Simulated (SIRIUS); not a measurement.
**BeTe under changes of volume**

One of the cells (19.641 Å³/atom); the others are scaled copies at fixed shape and fractional positions:

```
CELL_PARAMETERS angstrom
0.00000 2.69806 2.69806
2.69806 0.00000 2.69806
2.69806 2.69806 0.00000
ATOMIC_POSITIONS crystal
Be 0.50000 0.50000 0.50000
Te 0.00000 0.00000 0.00000
```

The cell was built by a generator and needn't be a form met in nature.

```yaml
Program: SIRIUS 7.10.0
Functional: PBE
Potentials_or_basis: PseudoDojo 0.4.1 PBE standard (scalar relativistic)
Cutoff: 1202 eV
Density_cutoff: 4809 eV
k_mesh: 9 × 9 × 9
Occupations: fermi-dirac, width 0.05 eV
Spin: no spin polarisation
```

| volume (Å³/atom) | energy over the lowest point (meV/atom) | pressure (GPa) |
| --- | --- | --- |
| 18.100 | 15.42 | 4.8 |
| 18.485 | ? | ? |
| 18.870 | 0.46 | 1.5 |
| 19.641 | 0.00 | -1.2 |
| 20.026 | 4.33 | -2.4 |
| 20.411 | 11.32 | -3.4 |

What does the run at 18.485 Å³/atom give?

Energy over the lowest point 5.94 meV/atom; pressure 3.1 GPa.

Worked out: A Birch-Murnaghan fit of order 3 (a polynomial in V^(-2/3)) to the other rows has its minimum at 19.28 Å³/atom with B0 = V·E''(V) = 67 GPa and B' = 4.2. It gives 5.94 meV/atom at 18.485 Å³/atom, against the run's 5.94, and -dE/dV = 3.1 GPa, against 3.1.

Energies are extrapolated to zero smearing.
